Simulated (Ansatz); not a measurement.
Crystal: BAs.

```xyz
2
Lattice="3.2359 0.0000 0.0000 0.0000 3.2359 0.0000 0.0000 0.0000 3.2359" Properties=species:S:1:pos:R:3 pbc="T T T"
B     0.0000    0.0000    0.0000
As    1.6179    1.6179    1.6179
```

The cell was built by a generator and needn't be a form met in nature.

Base run:

* Program: Ansatz 0.2.0
* Functional: BLYP
* Potentials or basis: Ansatz PAW
* Cutoff: 420 eV (not typed: the program's choice for these potentials)
* k mesh: 8 × 8 × 8
* Occupations: fermi-dirac, width 0.05 eV
* Spin: no spin polarisation

Its results: band gap on the k mesh none (metal or under the smearing width); pressure -8.0 GPa.

Task: After a change of settings the same cell gave: band gap on the k mesh none (metal or under the smearing width); pressure -13.8 GPa. Which change was it?
A. functional from BLYP to PBEsol
B. functional from BLYP to LDA
C. functional from BLYP to revPBE
D. functional from BLYP to r2SCAN; cutoff from 420 eV (not typed: the program's choice for these potentials) to 500 eV (not typed: the program's choice for these potentials)

Result: C.

Caveats: the PAW data sets come from PBE, with cores solved anew for the run's functional, which leaves a small shift of forces and pressure.

Runs at the PBE level aren't shown here.
